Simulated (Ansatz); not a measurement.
# LiCl (h-MgO (five-fold) type): independent-particle optics

How does LiCl (h-MgO (five-fold) type) absorb light if electrons and holes don't interact? The runs, in order: HSE06 for the gap; optics with PBE on 6×6×4; optics with r2SCAN on 6×6×4; optics with LDA on 6×6×4; optics with PBE and scissors to the HSE06 gap on 6×6×4.

Computed with Ansatz 0.2.0 (plane waves, PAW; no local fields, no excitons, unless a step's input says otherwise).

**1. The starting structure**

It takes space group P6_3/mmc (No. 194, hexagonal). Conventional cell: a = 4.162 Å, b = 4.162 Å, c = 5.233 Å, α = 90.00°, β = 90.00°, γ = 120.00°. Around Li (site symmetry -6m2) lie 5 Cl at 2.40 to 2.62 Å. Cl (site symmetry -6m2) has 5 Li at 2.40 to 2.62 Å as nearest neighbours.

Structure file:

```cif
data_structure
_symmetry_space_group_name_H-M 'P 1'
_symmetry_Int_Tables_number 1
_cell_length_a 4.1619
_cell_length_b 4.1619
_cell_length_c 5.2325
_cell_angle_alpha 90.000
_cell_angle_beta 90.000
_cell_angle_gamma 120.000
_cell_volume 78.49
loop_
_atom_site_label
_atom_site_type_symbol
_atom_site_fract_x
_atom_site_fract_y
_atom_site_fract_z
_atom_site_occupancy
Li1 Li 0.33333 0.66667 0.25000 1
Li2 Li 0.66667 0.33333 0.75000 1
Cl1 Cl 0.66667 0.33333 0.25000 1
Cl2 Cl 0.33333 0.66667 0.75000 1
```

The cell was relaxed beforehand with r2SCAN; those runs aren't shown.

**2. The gap to aim at**

The input, input.yaml:

```yaml
crystal:
  lattice:
    - [4.1618736679, 0.0, 0.0]
    - [-2.080936834, 3.6042883237, 0.0]
    - [0.0, 0.0, 5.2325458659]
  atoms:
    - { symbol: Li, position: [0.3333333333, 0.6666666667, 0.25] }
    - { symbol: Li, position: [0.6666666667, 0.3333333333, 0.75] }
    - { symbol: Cl, position: [0.6666666667, 0.3333333333, 0.25] }
    - { symbol: Cl, position: [0.3333333333, 0.6666666667, 0.75] }
kpoints:
  mp_grid: { grid: [6, 6, 4] }
  band_path:
    path:
      - [0.0, 0.0, 0.0]
      - [0.5, 0.0, 0.0]
      - [0.3333333333, 0.3333333333, 0.0]
      - [0.0, 0.0, 0.5]
      - [0.5, 0.0, 0.5]
      - [0.3333333333, 0.3333333333, 0.5]
    npoints: 1
hamiltonian:
  xc: hse06
scf:
  occupations: { method: fixed }
  n_extra_bands: 5
output:
  forces: true
  stress: true
  eigenvalues: true
```

On the command line:

```console
> ansatz run input.yaml --threads 4 --pin off --max-ram 3686MiB --backend cpu --events-out ev --progress --plain --runs-dir out
```

The log of the run:

```text
Warning: output.stress: scf.convergence.dr2_threshold = 1e-7 eV (the SCF's general default) is looser than the 4e-10 eV advised for a printed stress (1e-10 eV for each atom of the cell: 4). What an SCF threshold leaves in a stress goes as its square root, and in the free energy as the threshold itself, and one threshold admits the most on a small cell: of the crystals measured, under no hybrid functional and no lock of the moments, on runs that ended without the residual-converged pass, on stresses that held no estimate of that error, the worst erred by over 100 MPa in a component at 1e-7 eV an atom and by under 5 at 1e-10. Set scf.convergence.dr2_threshold to 4e-10 eV or tighter. The threshold is an SCF's pass mark: one that does not reach it within its budget of iterations ends unconverged, or closes short of it on a stop that the run arms, and scf.convergence.dr2_threshold's page says what that costs each kind of run
Warning: output.stress: scf.exx.energy_threshold = 1e-6 eV is looser than the 4e-8 eV advised for a stress under a hybrid functional (1e-8 eV for each atom of the cell: 4). Every SCF of the exchange loop can meet its threshold on dr2 while the loop round them stops early: no threshold on dr2 bounds what that leaves in the stress. Set scf.exx.energy_threshold to 4e-8 eV or tighter. The threshold is the loop's pass mark: a loop that does not reach it within its budget of cycles ends unconverged, and scf.exx.energy_threshold's page has the law
Warning: RAYON_NUM_THREADS=4 ignored (pool sized by the plan → 4); use --threads N
scf.n_extra_bands = 5 over 10 filled bands (N_el = 20.0): the run solves 15 bands
Engine: ansatz 0.2.0, x86_64-unknown-linux-gnu
Pseudopotentials: kind: paw
Pseudopotential: Li, paw, valence charge 3, recommended cutoff 420 eV (normal), Li.paw.azcp
Pseudopotential: Cl, paw, valence charge 7, recommended cutoff 420 eV (normal), Cl.paw.azcp
Functional definition: HSE06
  parameter a = 0.25
  parameter omega = 0.11/bohr
  exchange = pbe_x - a*pbe_x_sr(omega) + a*exact_x_sr(omega)
  correlation = pbe_c
davidson cushion auto → on  (no smearing: the cushion is to keep the highest requested band from converging to the state above it; pin scf.eigensolver.cushion to override)
Crystal: 4 atoms, lattice volume = 78.491 Å³
Basis set: ecut = 420 eV, 1535 PW (Γ), exchange–correlation on 60×60×72 points (8 copies of the dense FFT grid, shifted against one another)
Bands: 15, of which v1, the nominal top of the filled ones, is band 10 counted from 1 (9 counted from 0)
Symmetry: 24 space group operations
Space group: P63/mmc (ITA 194), of the structure as read, at distance tolerance 4.3e-5 Å
k-points: 21 of 144
Non-local potential: Li, projectors of the file, l = 0: 3, l = 1: 2, l = 2: 1
Non-local potential: Cl, projectors of the file, l = 0: 2, l = 1: 2, l = 2: 2
PAW form: soft (Blöchl's): semilocal exchange-correlation on the pseudo side does not see the compensation charge
PAW frozen core: Cl, regenerated for the run's functional, and the local potential with it (the file was generated under x = pbe(κ = 0.804, μ = 0.2195149727645171), c = pbe(β = 0.06672455060314922))
PAW one-centre angular grid: Li, 110 points (default); XC on 96 Gauss nodes
PAW one-centre angular grid: Cl, 110 points (default); XC on 64 Gauss nodes
Initial density: superposition of atomic densities (neutral atoms: chi_scale 0, normalization atom), corrected by the library's trained network
Initial wavefunctions: pseudopotential atomic-orbital guess
Functional: x = pbe(κ = 0.804, μ = 0.2195149727645171), c = pbe(β = 0.06672455060314922), warm-up for x = pbe(κ = 0.804, μ = 0.2195149727645171) + 0.25 (exact − pbe) at short range (hse, ω = 0.20786987370883472 Å⁻¹), c = pbe(β = 0.06672455060314922); HSE06 as pw.x's `hse` composes it (authors' and Libxc's form: `xc: wpbeh`)
SCF iter   1: F=—  HF=-2575.679316 eV  |F-HF|=—  |Δ(HF+E_count)|=         —  Δρ=6.25e-4  dr2=2.73e-4  ethr=1.77e-3  ⟨swp⟩=2.3  Hψ=2421  notcnv=0
preconditioner: auto → none  [insulator: Δε(μ)=5.644 eV  Ē_g=13.062 eV  n_scr=20 (ndim 8)  ℏωp=16.8 eV  f_vac=0.063]
iter 2 solved again at ethr=1.07e-7 eV; its pass at ethr=1.36e-6 eV (dr2=2.14e-5 eV) is discarded
SCF iter   2: F=-2575.679207 eV  HF=-2575.679200 eV  |F-HF|=7.34e-6  |Δ(HF+E_count)|=   1.16e-4  Δρ=1.88e-4  dr2=2.14e-5  ethr=1.07e-7  ⟨swp⟩=2.4  Hψ=1804  notcnv=0
SCF 1 stopped early in 2 iterations: F = -2575.679207 eV  dr2 = 2.14e-5
Initial density: handed on by an earlier stage of this run
Initial wavefunctions: those handed on with the density
Functional: x = pbe(κ = 0.804, μ = 0.2195149727645171) + 0.25 (exact − pbe) at short range (hse, ω = 0.20786987370883472 Å⁻¹), c = pbe(β = 0.06672455060314922); HSE06 as pw.x's `hse` composes it (authors' and Libxc's form: `xc: wpbeh`)
Exchange kernel: α = 0.2500, screened, ω = 0.2079 Å⁻¹, Wigner–Seitz truncation, v(0) = 1046.5302 eV·Å³, q-mesh 6×6×4, nearest image of the exchange supercell L = 20.93 Å, pair-density grid 18×18×24, without the augmentation charges, whose exchange is taken in its separable form by FFT convolution over the k-point mesh (sized by the pseudopotential files, 25×25×36 at the most), smooth part of the exact exchange by density-matrix convolution
Frozen-core exchange: fock
SCF iter   1: F=—  HF=-2577.381429 eV  |F-HF|=—  |Δ(HF+E_count)|=         —  Δρ=2.85e-3  dr2=3.78e-3  ethr=1.07e-6  ⟨swp⟩=7.6  Hψ=1711  notcnv=0
preconditioner: auto → none  [insulator: Δε(μ)=6.922 eV  Ē_g=14.884 eV  n_scr=20 (ndim 8)  ℏωp=16.8 eV  f_vac=0.063]
SCF iter   2: F=—  HF=-2577.380433 eV  |F-HF|=—  |Δ(HF+E_count)|=   9.96e-4  Δρ=1.32e-3  dr2=1.08e-3  ethr=1.07e-6  ⟨swp⟩=3.0  Hψ=1028  notcnv=0
SCF iter   3: F=—  HF=-2577.380215 eV  |F-HF|=—  |Δ(HF+E_count)|=   2.17e-4  Δρ=4.23e-5  dr2=1.98e-4  ethr=1.07e-6  ⟨swp⟩=3.0  Hψ=1017  notcnv=0
SCF iter   4: F=—  HF=-2577.382625 eV  |F-HF|=—  |Δ(HF+E_count)|=   2.41e-3  Δρ=2.04e-4  dr2=3.42e-5  ethr=1.12e-8  ⟨swp⟩=5.8  Hψ=1463  notcnv=0
SCF iter   5: F=-2577.382622 eV  HF=-2577.382618 eV  |F-HF|=4.22e-6  |Δ(HF+E_count)|=   7.05e-6  Δρ=3.66e-5  dr2=2.15e-6  ethr=1.12e-8  ⟨swp⟩=4.0  Hψ=1092  notcnv=0
SCF 2 stopped early in 5 iterations: F = -2577.382622 eV  dr2 = 2.15e-6
hybrid outer 1: dexx = +2.528e-3 eV, tail = 9.12e-6 eV
Exchange kernel: α = 0.2500, screened, ω = 0.2079 Å⁻¹, Wigner–Seitz truncation, v(0) = 1046.5302 eV·Å³, q-mesh 6×6×4, nearest image of the exchange supercell L = 20.93 Å, pair-density grid 18×18×24, without the augmentation charges, whose exchange is taken in its separable form by FFT convolution over the k-point mesh (sized by the pseudopotential files, 25×25×36 at the most), smooth part of the exact exchange by density-matrix convolution
Frozen-core exchange: fock
SCF iter   1: F=—  HF=-2577.382658 eV  |F-HF|=—  |Δ(HF+E_count)|=         —  Δρ=2.73e-5  dr2=7.47e-7  ethr=2.28e-7  ⟨swp⟩=2.6  Hψ=733  notcnv=0
preconditioner: auto → none  [insulator: Δε(μ)=6.946 eV  Ē_g=14.889 eV  n_scr=20 (ndim 8)  ℏωp=16.8 eV  f_vac=0.070]
SCF iter   2: F=—  HF=-2577.382658 eV  |F-HF|=—  |Δ(HF+E_count)|=   4.21e-8  Δρ=5.68e-6  dr2=2.90e-8  ethr=3.54e-9  ⟨swp⟩=4.0  Hψ=1070  notcnv=0
SCF iter   3: F=-2577.382658 eV  HF=-2577.382658 eV  |F-HF|=8.26e-9  |Δ(HF+E_count)|=   2.27e-7  Δρ=3.27e-6  dr2=1.24e-8  ethr=3.55e-11  ⟨swp⟩=4.7  Hψ=1194  notcnv=0  defer=4
SCF 3 converged in 3 iterations: F = -2577.382658 eV  dr2 = 1.24e-8
  Residual-converged pass: ⟨swp⟩=2.0  Hψ=565  notcnv=0  max |occ|·‖R‖ = 1.7e-6 eV (tolerance 2.4e-6 eV)  dr2=1.24e-8  dr2_onsite=6.46e-10  max |Δocc| = 0.0e0
hybrid outer 2: dexx = +2.830e-7 eV, tail = 2.75e-8 eV, Δε = 1.50e-3 eV (about 9.28e-5 eV left of the loop's levels)
NSCF: frozen V_eff on 6 k-points
hybrid SCF converged: 2 outer / 8 inner (+2 warm-up), last move |dexx| = 2.83e-7 eV, tail = 2.75e-8 eV
Stability not checked: this state was not tested for a lower state beside it, because the functional holds exact exchange (a hybrid, or Hartree-Fock), whose exchange loop this test does not read (fock_operator; see scf.lower_state_search)
Free energy (F): -2577.382658 eV
Frozen-core exchange: fock
Harris-Foulkes:  -2577.382658 eV  (|F-HF|=8.26e-9)
Internal energy: -2577.382658 eV  (E = F + TS)
E sigma→0 (E₀):  -2577.382658 eV
Fermi energy:    -0.328445 eV
--- Per-component energies (eV) ---
  E_band       = -266.220271
  E_kinetic    = 367.625159
  E_local      = -776.467404  (includes V_loc(G=0)·N_el)
  E_nonlocal   = -9.720464
  E_hartree    = 241.111582
  E_xc         = -190.944474
  E_vxc        = -218.712991  (∫ρ·V_xc dr)
  E_exx        = -53.720608  (= α·E_x^exact, valence–valence)
  E_paw        = -1355.145098  (= ΣΔE_a)
  E_vpaw       = -3.724728  (= ΣTr[D̂ρ^β])
  E_aug_tail   = 0.000208  (compensation charges beyond the density's cutoff)
  E_ewald      = -799.899260
  E_core_change = -0.222300  (= ΣΔE_core)
  E_smearing   = -0.000000  (= −TS)
  E_closure    = -0.000000  (closes the sum)
  Σ components = -2577.382658   (vs F -2577.382658, Δ=0.00e0)
--- Forces (eV/Å), atoms counted from 1 ---
  atom   1  Li    -0.00000000    -0.00000000     0.00000000
  atom   2  Li     0.00000000     0.00000000    -0.00000000
  atom   3  Cl    -0.00000000    -0.00000000     0.00000000
  atom   4  Cl     0.00000000     0.00000000    -0.00000000
  max |Σ_I F_I| component: 3.70e-17 eV/Å
--- Stress (GPa, compression-positive) ---
        0.078089      -0.000000       0.000000
       -0.000000       0.078089      -0.000000
        0.000000      -0.000000       0.184376
  P = ⅓ Tr σ = 0.1135 GPa (1.135 kbar)
--- Band table (eV; the first three rows and the last of 21) ---
  k-point 0: bands = ["-46.5891", "-46.5846", "-14.9310", "-14.1344", "-3.3283", "-1.8138", "-1.8138", "-0.9764", "-0.9764", "-0.3284", "6.6175", "9.0392", "9.8694", "9.8694", "11.3094"]
  k-point 1: bands = ["-46.5884", "-46.5853", "-14.8301", "-14.2697", "-2.9107", "-1.6955", "-1.6955", "-1.1027", "-1.1027", "-0.8126", "7.2460", "9.1114", "9.7021", "9.7021", "10.6769"]
  k-point 2: bands = ["-46.5869", "-46.5869", "-14.5667", "-14.5667", "-1.8900", "-1.8900", "-1.4033", "-1.4033", "-1.4033", "-1.4033", "8.6103", "8.6103", "9.8868", "9.8868", "9.8868"]
  k-point 20: bands = ["-46.5864", "-46.5864", "-14.4532", "-14.4532", "-2.8545", "-2.8545", "-2.3303", "-2.3303", "-0.5642", "-0.5642", "9.2578", "9.2578", "9.7555", "9.7555", "12.0670"]
```

It took 4.3 min on 4 threads of AMD EPYC (Zen 3), shared host; peak memory 1.5 GiB.

HSE06 puts the least direct gap over the mesh and the named points at 6.946 eV, and the least gap at 6.946 eV.

**3. Optics, PBE**

The input, input.yaml:

```yaml
crystal:
  lattice:
    - [4.1618736679, 0.0, 0.0]
    - [-2.080936834, 3.6042883237, 0.0]
    - [0.0, 0.0, 5.2325458659]
  atoms:
    - { symbol: Li, position: [0.3333333333, 0.6666666667, 0.25] }
    - { symbol: Li, position: [0.6666666667, 0.3333333333, 0.75] }
    - { symbol: Cl, position: [0.6666666667, 0.3333333333, 0.25] }
    - { symbol: Cl, position: [0.3333333333, 0.6666666667, 0.75] }
kpoints:
  mp_grid: { grid: [6, 6, 4] }
hamiltonian:
  xc: pbe
scf:
  occupations: { method: fixed }
output:
  optics: { e_range: [0, 21], de: 0.05, sigma: 0.1, bands: auto }
```

On the command line:

```console
> ansatz run input.yaml --threads 4 --pin off --max-ram 3686MiB --backend cpu --events-out ev --progress --plain --runs-dir out
```

The log of the run:

```text
Warning: RAYON_NUM_THREADS=4 ignored (pool sized by the plan → 4); use --threads N
[... 4 set-up lines as earlier in the session ...]
Functional definition: PBE
  parameter kappa = 0.804
  parameter beta = 0.06672455060314922
  exchange = pbe_x(kappa = kappa, mu = beta*pi^2/3)
  correlation = pbe_c(beta = beta)
Crystal: 4 atoms, lattice volume = 78.491 Å³
Basis set: ecut = 420 eV, 1535 PW (Γ)
Bands: 14, of which v1, the nominal top of the filled ones, is band 10 counted from 1 (9 counted from 0)
[... 2 set-up lines as earlier in the session ...]
k-points: 21 of 144
[... 3 set-up lines as earlier in the session ...]
PAW one-centre angular grid: Li, 110 points (default); XC on 64 Gauss nodes
[... 3 set-up lines as earlier in the session ...]
Functional: x = pbe(κ = 0.804, μ = 0.2195149727645171), c = pbe(β = 0.06672455060314922)
SCF iter   1: F=—  HF=-2575.682636 eV  |F-HF|=—  |Δ(HF+E_count)|=         —  Δρ=4.09e-4  dr2=1.27e-4  ethr=1.77e-3  ⟨swp⟩=4.4  Hψ=1392  notcnv=0  defer=24
preconditioner: auto → Resta (q_TF=auto, 2.172 Å⁻¹)  ε∞=2.7  [insulator: Δε(μ)=5.654 eV  Ē_g=12.726 eV  n_scr=20 (ndim 8)  ℏωp=16.8 eV  f_vac=0.063  ε∞_Penn≈2.7]
SCF iter   2: F=—  HF=-2575.682316 eV  |F-HF|=—  |Δ(HF+E_count)|=   3.20e-4  Δρ=2.53e-4  dr2=4.16e-5  ethr=6.36e-7  ⟨swp⟩=2.1  Hψ=692  notcnv=0  defer=42
SCF iter   3: F=—  HF=-2575.682324 eV  |F-HF|=—  |Δ(HF+E_count)|=   7.35e-6  Δρ=1.20e-4  dr2=1.11e-5  ethr=2.08e-7  ⟨swp⟩=2.6  Hψ=481  notcnv=0  defer=14
SCF iter   4: F=—  HF=-2575.682341 eV  |F-HF|=—  |Δ(HF+E_count)|=   1.73e-5  Δρ=3.83e-5  dr2=1.34e-6  ethr=5.53e-8  ⟨swp⟩=2.0  Hψ=468  notcnv=0  defer=2
SCF iter   5: F=—  HF=-2575.682337 eV  |F-HF|=—  |Δ(HF+E_count)|=   3.74e-6  Δρ=6.72e-6  dr2=4.20e-8  ethr=6.69e-9  ⟨swp⟩=2.0  Hψ=418  notcnv=0
SCF iter   6: F=—  HF=-2575.682337 eV  |F-HF|=—  |Δ(HF+E_count)|=   2.15e-8  Δρ=6.07e-7  dr2=3.27e-10  ethr=2.10e-10  ⟨swp⟩=2.0  Hψ=462  notcnv=0
SCF iter   7: F=—  HF=-2575.682337 eV  |F-HF|=—  |Δ(HF+E_count)|=   1.12e-9  Δρ=1.90e-7  dr2=2.40e-11  ethr=1.64e-12  ⟨swp⟩=2.2  Hψ=505  notcnv=0
SCF iter   8: F=-2575.682337 eV  HF=-2575.682337 eV  |F-HF|=9.09e-13  |Δ(HF+E_count)|=  1.46e-11  Δρ=4.72e-8  dr2=1.81e-12  ethr=1.00e-12  ⟨swp⟩=4.4  Hψ=1014  notcnv=0
SCF 1 converged in 8 iterations: F = -2575.682337 eV  dr2 = 1.81e-12
NSCF: frozen V_eff on 21 k-points
Optics k sum: 0 of 21 k-points
[...]
output.optics: what the bands over the 55 summed would add to eps1, eps2 and the energy-loss function is held between a lower and an upper bound (6 Lanczos steps). eps1, eps2 and their loss function (loss_summed_bands) are given on every row as the summed bands alone make them. Along an axis, on a row where the two bounds hold the loss function to about 1 % of the greater of itself and 0.5 % of |1/eps|, its cell (loss_completed) is given, with the completed eps1 and eps2 that it is formed of (a cell that is left empty reads nan in the table and null in the record). The two bounds hold it so along every axis on all 421 rows up to 21.000 eV. The run works to bound the rows up to 24.633 eV and no higher ones: a peak of the loss function over that energy may be left empty with no warning. To have the run work for it, set output.optics.bands.spectra_wanted_up_to to a higher energy. perfect_screening_sum, loss_f_sum_n_eff and, beside carriers, perfect_screening_limit are those of loss_summed_bands: over the bounded function the two sums would run over rows that are not all bounded, and lack what the bands left out lay past the top of the energy grid. Bounded is said of the bands left out alone, which are those that the basis at basis.ecutwfc holds: it says nothing of that cutoff, of the k-point mesh, of what the sum inside its cells errs by (eps2_relative_error), of the factors of all_electron_strengths, nor of how far the SCF is converged. The bands left out are taken at the k-points, and what their mean over the points' cells stands off that by is in neither bound: the run's estimate of it, which the test of a row counts in, is 0.02 % of |eps| at the most among the values given; where the mean stood off by over 0.5 % the points' spread read 0.1 to 3 times that
SCF converged after 8 iterations
Free energy (F): -2575.682337 eV
Harris-Foulkes:  -2575.682337 eV  (|F-HF|=9.09e-13)
Internal energy: -2575.682337 eV  (E = F + TS)
E sigma→0 (E₀):  -2575.682337 eV
Fermi energy:    0.622407 eV
--- Per-component energies (eV) ---
  E_band       = -230.106063
  E_kinetic    = 367.714628
  E_local      = -776.664480  (includes V_loc(G=0)·N_el)
  E_nonlocal   = -9.379503
  E_hartree    = 240.698547
  E_xc         = -237.228465
  E_vxc        = -273.645001  (∫ρ·V_xc dr)
  E_paw        = -1360.924012  (= ΣΔE_a)
  E_vpaw       = -19.529032  (= ΣTr[D̂ρ^β])
  E_aug_tail   = 0.000209  (compensation charges beyond the density's cutoff)
  E_ewald      = -799.899260
  E_smearing   = -0.000000  (= −TS)
  E_closure    = 0.000000  (closes the sum)
  Σ components = -2575.682337   (vs F -2575.682337, Δ=0.00e0)
--- Band table (eV; the first three rows and the last of 21) ---
  k-point 0: bands = ["-42.8805", "-42.8769", "-12.7304", "-12.0004", "-2.1697", "-0.7562", "-0.7562", "0.0227", "0.0227", "0.6224", "6.2747", "8.5872", "9.3631", "9.3631"]
  k-point 1: bands = ["-42.8800", "-42.8774", "-12.6381", "-12.1246", "-1.7860", "-0.6461", "-0.6461", "-0.0943", "-0.0943", "0.1605", "6.8916", "8.6677", "9.2045", "9.2045"]
  k-point 2: bands = ["-42.8787", "-42.8787", "-12.3969", "-12.3969", "-0.8451", "-0.8451", "-0.3738", "-0.3738", "-0.3738", "-0.3738", "8.2171", "8.2171", "9.3774", "9.3774"]
  k-point 20: bands = ["-42.8782", "-42.8782", "-12.2953", "-12.2953", "-1.7139", "-1.7139", "-1.2571", "-1.2571", "0.4062", "0.4062", "8.7503", "8.7503", "9.3766", "9.3766"]
```

Wall time 41 s (4 threads of AMD EPYC (Zen 3), shared host); peak memory 0.72 GiB.

From the head of optics.tsv:

```
# eps_inf(xx yy zz) = 2.818438 2.818438 2.938437
# eps_inf_bands = all
# eps_inf_summed_bands(xx yy zz) = 2.809804 2.809804 2.929358
# eps_inf_completed(xx yy zz) = 2.818438 2.818438 2.938437
# eps2_relative_error = 0.0006
# eps_inf_relative_error = 0.0038
# f_sum_n_eff(xx yy zz) = 14.930498 14.930498 14.838336 of n_electrons = 20.000000
# n_bands = 55
# n_bands_set_by = photon_energy
# valid_up_to_ev = 36.018048
# least_direct_gap_ev = 5.652278e0 at k(fractional) = 0.000000 0.000000 0.000000, k_point = 0, channel = 0, bands = 9 10 (counted from 0)
```

The dielectric function from optics.tsv (yy equals xx), one row in 11 (narrow peaks fall between the rows):

```tsv
E (eV)	ε₂ xx	ε₂ zz	ε₁ xx	ε₁ zz
5.50	0.00	0.00	3.74	4.17
6.05	0.02	0.44	4.23	4.66
6.60	0.66	0.79	4.80	5.21
7.15	1.15	1.97	5.08	6.32
7.70	2.46	4.45	6.80	3.90
8.25	3.45	3.23	4.51	3.11
8.80	4.23	2.27	4.28	4.22
9.35	4.27	7.21	2.99	5.30
9.90	5.38	7.41	2.95	1.74
10.45	5.00	4.79	2.23	0.64
11.00	4.99	5.84	0.07	0.19
11.55	3.86	4.66	-1.16	-1.71
12.10	3.29	2.37	-1.17	-2.48
12.65	1.71	1.73	-1.19	-1.74
13.20	1.68	1.22	-0.51	-1.22
13.75	1.55	0.73	-0.48	-0.84
14.30	1.28	0.66	-0.81	-0.47
14.85	0.78	0.64	-0.23	-0.20
15.40	1.14	0.76	-0.07	-0.08
15.95	1.14	0.65	-0.04	-0.04
16.50	0.95	0.58	-0.14	0.15
17.05	0.86	0.71	-0.22	0.18
17.60	0.70	0.59	-0.14	0.16
18.15	0.64	0.57	-0.06	0.18
18.70	0.57	0.76	-0.03	0.23
19.25	0.54	0.65	-0.05	0.21
19.80	0.37	0.43	0.01	0.19
20.35	0.27	0.50	0.02	0.26
20.90	0.17	0.42	0.14	0.13
```

Tallest peaks of ε₂ (mean of the periodic axes): 6.1 at 9.90 eV, 6.4 at 10.70 eV, 5.6 at 11.10 eV.

[end of part 1 of 3]
